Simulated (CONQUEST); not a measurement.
# Ge (Fd-3m) in CONQUEST: further runs

The runs below take Ge through equation of state, with LDA.

Program: CONQUEST 1.3. These are calculated values, not measurements. Logs are shortened: lines on timing, memory, paths and dates and some standing lists are left out, and cuts for length are marked.

**The experiment to reproduce.**

From “Sub-monolayer structures of Ag overlayers on Ge(111): experimental observations and first-principles study”, 2019, arxiv:1908.00180, for a bulk crystal of Ge: bulk modulus 75.8 GPa.

The runs below are set against these values where they give the same quantity.

## Step 1: Starting point

The structure is cubic, space group Fd-3m (No. 227). The conventional cell has a = 5.658 Å, b = 5.658 Å, c = 5.658 Å, α = 90.00°, β = 90.00°, γ = 90.00°. Ge (site symmetry -43m) has 4 Ge at 2.45 Å as nearest neighbours.

## Step 2: Equation of state, LDA, 21.28 Å³/atom (volume scaled by 0.94)

Conquest_input

```
IO.Title Ge
IO.Coordinates coords.dat
IO.FractionalAtomicCoords T
IO.Iprint 2
IO.Iprint_init 1
General.NumberOfSpecies 1
General.PseudopotentialType hamann
AtomMove.TypeOfRun static
AtomMove.FullStress T
Grid.PointsAlongX 40
Grid.PointsAlongY 40
Grid.PointsAlongZ 60
DM.SolutionMethod diagon
Diag.MPMesh T
Diag.GammaCentred T
Diag.MPMeshX 7
Diag.MPMeshY 7
Diag.MPMeshZ 5
Diag.kT 0.00183747
minE.SCTolerance 1e-6
SC.MaxIters 100
IO.AtomChargeOutput T
%block ChemicalSpeciesLabel
1 72.610 Ge
%endblock
```

coords.dat

```
    7.4058619734     0.0000000000     0.0000000000
    0.0000000000     7.4058619734     0.0000000000
    0.0000000000     0.0000000000    10.4734704432
4
  0.0000000000   0.5000000000   0.2500000000 1 T T T
  0.5000000000   0.0000000000   0.7500000000 1 T T T
  0.0000000000   0.0000000000   0.5000000000 1 T T T
  0.5000000000   0.5000000000   0.0000000000 1 T T T
```

Potentials or basis: PseudoDojo NC LDA, DZP, grid of 40 × 40 × 60 points.

Started as:

```sh
$ Conquest
```

Log:

```text
Simulation cell dimensions:     7.4059 a0 x     7.4059 a0 x    10.4735 a0

      Atomic coordinates (a0)
         Atom         X         Y         Z  Species
            1    0.0000    3.7029    2.6184        1
            2    3.7029    0.0000    7.8551        1
            3    0.0000    0.0000    5.2367        1
            4    3.7029    3.7029    0.0000        1

         Monkhorst-Pack mesh:   7 x   7 x   5 gamma-centred
        This calculation includes non-local pseudopotentials,
         with a maximum core radius of      7.01066423

    Job title: Ge
    Job to be run: static calculation

[... 5 lines left out ...]
      Using Fermi-Dirac smearing

    Integration grid size:     40 x   40 x   60

    Integration grid spacing:  0.185 a0 x 0.185 a0 x 0.175 a0

    Number of species:  1
    --------------------------------------------------------
    |   #  mass (au)  Charge (e)  SF Rad (a0)  NSF  Label  |
    --------------------------------------------------------
    |   1     72.610      14.000        7.221   18  Ge     |
    --------------------------------------------------------
          SCF tolerance:                 0.00000100
          SCF iterations:               100

    LibXC version:  6. 2. 2
    Using the LDA functional Slater exchange
    Using the LDA functional Perdew & Wang

           radial cut-off to be used is taken to be max PAO cut-off radius for this species:    7.010664

           greatest ang. mom. for making density from PAOs:  2
    Minimum blocs/proc is     1500. Maximum blocs/proc is     1500
    set_atom_dens: In set_atomic_density, electrons :      56.000000000000
 matrix_size & matrix_size_padH =           72          72

    Screened ion int: energy:    -280.383021663603 Ha

    new_SC_potl: Starting.  Tolerance:  0.10000E-05

    PulayMixSC: Starting Pulay mixing, A_up =  0.500 A_dn =  0.500
    PulayMixSC: Spin non-polarised calculation.
          Harris-Foulkes Energy            :      -356.896602045047985 Ha
          GroundState Energy (E-(1/2)TS)   :      -356.896606887202040 Ha
          Free Energy (E-TS)               :      -356.896611729356152 Ha
          DFT Total Energy                 :      -356.881790363441269 Ha
          Total number of electrons        :        55.999999999999950
    PulayMixSC: Pulay iteration     1 residual:              0.16964E-02
          Harris-Foulkes Energy            :      -356.886260400005824 Ha
          GroundState Energy (E-(1/2)TS)   :      -356.886269124867965 Ha
          Free Energy (E-TS)               :      -356.886277849730106 Ha
          DFT Total Energy                 :      -356.883739816128013 Ha
          Total number of electrons        :        56.000021274918510
    PulayMixSC: Pulay iteration     2 residual:              0.71604E-03
          Harris-Foulkes Energy            :      -356.884102951920568 Ha
          GroundState Energy (E-(1/2)TS)   :      -356.884116666512568 Ha
          Free Energy (E-TS)               :      -356.884130381104626 Ha
          DFT Total Energy                 :      -356.884096226527674 Ha
          Total number of electrons        :        56.000040487422886
    PulayMixSC: Pulay iteration     3 residual:              0.76741E-04
          Harris-Foulkes Energy            :      -356.884097093644073 Ha
          GroundState Energy (E-(1/2)TS)   :      -356.884111180874811 Ha
          Free Energy (E-TS)               :      -356.884125268105606 Ha
          DFT Total Energy                 :      -356.884096806366074 Ha
          Total number of electrons        :        56.000042610522421
    PulayMixSC: Pulay iteration     4 residual:              0.66004E-05
          Harris-Foulkes Energy            :      -356.884096680916969 Ha
          GroundState Energy (E-(1/2)TS)   :      -356.884110691394483 Ha
          Free Energy (E-TS)               :      -356.884124701871997 Ha
          DFT Total Energy                 :      -356.884096677503180 Ha
          Total number of electrons        :        56.000043605147553
    PulayMixSC: Pulay iteration     5 residual:              0.72636E-06
    PulayMixSC: Reached SCF tolerance of  0.72636E-06 after      5 iterations
      | Number of electrons      =        56.000044
      |* band energy as 2Tr[K.H] =       -49.382633843233826 Ha
      |  screened ion-ion energy =      -280.383021663602733 Ha
      |  Ha correction           =         0.782099166856297 Ha
      |  XC correction           =       -27.900538228170916 Ha
      | GS Energy as E-(1/2)TS   =      -356.884110691394483 Ha
      | Free Energy as E-TS      =      -356.884124701871997 Ha
      |* Harris-Foulkes energy   =      -356.884096680916969 Ha
      |* DFT total energy        =      -356.884096677503180 Ha
      |  estimated accuracy      =        -0.000000003413788 Ha

    force: Forces on atoms (Ha/a0)
    force:  Atom   X              Y              Z
    force:     1  -0.0000000000  -0.0000000000  -0.0000000000
    force:     2  -0.0000000000   0.0000000000   0.0000000000
    force:     3  -0.0000000000  -0.0000000000   0.0000000000
    force:     4  -0.0000000000  -0.0000000000   0.0000000000

    force: Maximum force :        0.00000000(Ha/a0) on atom         2 in z direction
    force: Force Residual:        0.00000000 Ha/a0
    force: Total stress:         -3.81877214     0.00000000    -0.00000000 GPa
                             0.00000000    -3.81877214    -0.00000000
                            -0.00000000    -0.00000000    -3.78889908
    force: Average pressure:      3.80881445 GPa

    force: Finished force
    get_E_and_F: Change in energy during last step of electronic optimisation:  0.41273E-06

    BIBLIOGRAPHY: Please consider citing the following references in the conquest.bib file

    CONQUEST:         Bowler2002pt, Miyazaki2004, Nakata2020
    Basis:            Bowler2019
    DM:               Bowler:2006xr
    Pseudopotentials: Hamann2013, Bowler2019
    XC references from LibXC:
      P. A. M. Dirac.,  Math. Proc. Cambridge Philos. Soc. 26, 376 (1930)
```

Wall time 30 s (1 thread of Intel Xeon 6975P-C (Granite Rapids), shared host); peak memory 0.74 GiB.

Results:

| Property | Result |
| --- | --- |
| Free energy | -9711.3118 eV |
| Pressure | 3.8 GPa |
| Band gap on the k mesh | 0.33 eV |

Caveat: an odd mesh through Γ misses points on the zone boundary, where band edges often lie; the basis of atomic orbitals isn't converged, which shifts pressures, moduli and gaps.

## Step 3: Equation of state, LDA, 21.73 Å³/atom (volume scaled by 0.96)

Conquest_input is that of step 2.

coords.dat

```
    7.4580176494     0.0000000000     0.0000000000
    0.0000000000     7.4580176494     0.0000000000
    0.0000000000     0.0000000000    10.5472297076
4
  0.0000000000   0.5000000000   0.2500000000 1 T T T
  0.5000000000   0.0000000000   0.7500000000 1 T T T
  0.0000000000   0.0000000000   0.5000000000 1 T T T
  0.5000000000   0.5000000000   0.0000000000 1 T T T
```

Potentials or basis: PseudoDojo NC LDA, DZP, grid of 40 × 40 × 60 points.

Started as:

```sh
$ Conquest
```

Wall time 31 s (1 thread of Intel Xeon 6975P-C (Granite Rapids), shared host); peak memory 0.75 GiB.

It converged, with:

```
Free energy            : -9711.3446 eV
Pressure               : 2.1 GPa
Band gap on the k mesh : 0.21 eV
```

Caveat: an odd mesh through Γ misses points on the zone boundary, where band edges often lie; the basis of atomic orbitals isn't converged, which shifts pressures, moduli and gaps; the real-space grid breaks the cell's symmetry a little.

## Step 4: Equation of state, LDA, 22.19 Å³/atom (volume scaled by 0.98)

Conquest_input is that of step 3.

coords.dat

```
    7.5094538792     0.0000000000     0.0000000000
    0.0000000000     7.5094538792     0.0000000000
    0.0000000000     0.0000000000    10.6199715213
4
  0.0000000000   0.5000000000   0.2500000000 1 T T T
  0.5000000000   0.0000000000   0.7500000000 1 T T T
  0.0000000000   0.0000000000   0.5000000000 1 T T T
  0.5000000000   0.5000000000   0.0000000000 1 T T T
```

Started as:

```sh
$ Conquest
```

Run time: 31 s. Hardware: 1 thread of Intel Xeon 6975P-C (Granite Rapids), shared host; peak memory 0.75 GiB.

The run converged. Its results:

* Free energy: -9711.3595 eV
* Pressure: 0.5 GPa
* Band gap on the k mesh: none (metal or under the smearing width)

Caveat: the basis of atomic orbitals isn't converged, which shifts pressures, moduli and gaps; the real-space grid breaks the cell's symmetry a little.

## Step 5: Equation of state, LDA, 22.64 Å³/atom

Conquest_input is that of step 4.

coords.dat

```
    7.5601949717     0.0000000000     0.0000000000
    0.0000000000     7.5601949717     0.0000000000
    0.0000000000     0.0000000000    10.6917302624
4
  0.0000000000   0.5000000000   0.2500000000 1 T T T
  0.5000000000   0.0000000000   0.7500000000 1 T T T
  0.0000000000   0.0000000000   0.5000000000 1 T T T
  0.5000000000   0.5000000000   0.0000000000 1 T T T
```

Started as:

```sh
$ Conquest
```

Wall time 32 s (1 thread of Intel Xeon 6975P-C (Granite Rapids), shared host); peak memory 0.75 GiB.

The run converged. Its results:

```yaml
Free_energy: -9711.3582 eV
Pressure: -1.0 GPa
Band_gap_on_the_k_mesh: none (metal or under the smearing width)
```

Caveat: the basis of atomic orbitals isn't converged, which shifts pressures, moduli and gaps; the real-space grid breaks the cell's symmetry a little.

## Step 6: Equation of state, LDA, 23.09 Å³/atom (volume scaled by 1.02)

Conquest_input is that of step 5.

coords.dat

```
    7.6102639472     0.0000000000     0.0000000000
    0.0000000000     7.6102639472     0.0000000000
    0.0000000000     0.0000000000    10.7625384866
4
  0.0000000000   0.5000000000   0.2500000000 1 T T T
  0.5000000000   0.0000000000   0.7500000000 1 T T T
  0.0000000000   0.0000000000   0.5000000000 1 T T T
  0.5000000000   0.5000000000   0.0000000000 1 T T T
```

Potentials or basis: PseudoDojo NC LDA, DZP, grid of 40 × 40 × 60 points.

Started as:

```sh
$ Conquest
```

Run time: 32 s. Hardware: 1 thread of Intel Xeon 6975P-C (Granite Rapids), shared host; peak memory 0.7 GiB.

The run converged. Its results:

```
Free energy            : -9711.3373 eV
Pressure               : -2.4 GPa
Band gap on the k mesh : none (metal or under the smearing width)
```

Caveat: the basis of atomic orbitals isn't converged, which shifts pressures, moduli and gaps.

## Step 7: Equation of state, LDA, 23.54 Å³/atom (volume scaled by 1.04)

Conquest_input is that of step 6.

coords.dat

```
    7.6596826303     0.0000000000     0.0000000000
    0.0000000000     7.6596826303     0.0000000000
    0.0000000000     0.0000000000    10.8324270584
4
  0.0000000000   0.5000000000   0.2500000000 1 T T T
  0.5000000000   0.0000000000   0.7500000000 1 T T T
  0.0000000000   0.0000000000   0.5000000000 1 T T T
  0.5000000000   0.5000000000   0.0000000000 1 T T T
```

Started as:

```sh
$ Conquest
```

It took 30 s on 1 thread of Intel Xeon 6975P-C (Granite Rapids), shared host; peak memory 0.7 GiB.

Results (log left out):

- Free energy: -9711.3039 eV
- Pressure: -3.4 GPa
- Band gap on the k mesh: none (metal or under the smearing width)

Caveat: the basis of atomic orbitals isn't converged, which shifts pressures, moduli and gaps; the real-space grid breaks the cell's symmetry a little.

## Step 8: Equation of state, LDA, 24.00 Å³/atom (volume scaled by 1.06)

Conquest_input is that of step 7.

coords.dat

```
    7.7084717332     0.0000000000     0.0000000000
    0.0000000000     7.7084717332     0.0000000000
    0.0000000000     0.0000000000    10.9014252695
4
  0.0000000000   0.5000000000   0.2500000000 1 T T T
  0.5000000000   0.0000000000   0.7500000000 1 T T T
  0.0000000000   0.0000000000   0.5000000000 1 T T T
  0.5000000000   0.5000000000   0.0000000000 1 T T T
```

Started as:

```sh
$ Conquest
```

It took 29 s on 1 thread of Intel Xeon 6975P-C (Granite Rapids), shared host; peak memory 0.7 GiB.

The run converged. Its results:

```
Free energy            : -9711.2608 eV
Pressure               : -4.3 GPa
Band gap on the k mesh : none (metal or under the smearing width)
```

Caveat: the basis of atomic orbitals isn't converged, which shifts pressures, moduli and gaps; the real-space grid breaks the cell's symmetry a little.

## Step 9: Equation of state, LDA

Potentials or basis: PseudoDojo NC LDA, DZP, grid of 40 × 40 × 60 points.

This step only gathers the single runs of the series.

Results:

- Equilibrium volume: 22.32 Å³/atom
- Bulk modulus: 74 GPa
- Pressure derivative of the bulk modulus: 5.1 (rough: it moves with the points fitted)

Energy against volume, from the lowest point:
| volume (Å³/atom) | energy (meV/atom) |
| --- | --- |
| 21.281 | 11.92 |
| 21.733 | 3.70 |
| 22.186 | 0.00 |
| 22.639 | 0.31 |
| 23.092 | 5.55 |
| 23.545 | 13.88 |
| 23.997 | 24.66 |

Caveat: the DZP basis gives volumes some 2 % larger than converged bases do, and moduli off by several per cent; the basis of atomic orbitals isn't converged, which shifts pressures, moduli and gaps.

## Step 10: For comparison

An earlier run on the cell as given: functional PBE; potentials or basis PseudoDojo NC PBE, DZP, grid cutoff 120 Ha; k mesh 7 × 7 × 5; occupations fermi-dirac, width 0.05 eV; no spin polarisation.

- Pressure: 4.2 GPa
- Band gap on the k mesh: none (metal or under the smearing width)

## Step 11: Against experiment

Step 9. Against the measured bulk modulus of Ge, 75.8 GPa (quoted in “Sub-monolayer structures of Ag overlayers on Ge(111): experimental observations and first-principles study”, 2019, arxiv:1908.00180), the calculated 74 GPa is off by -2.6 %. The fit is for a static lattice scaled at fixed shape and fixed fractional positions.
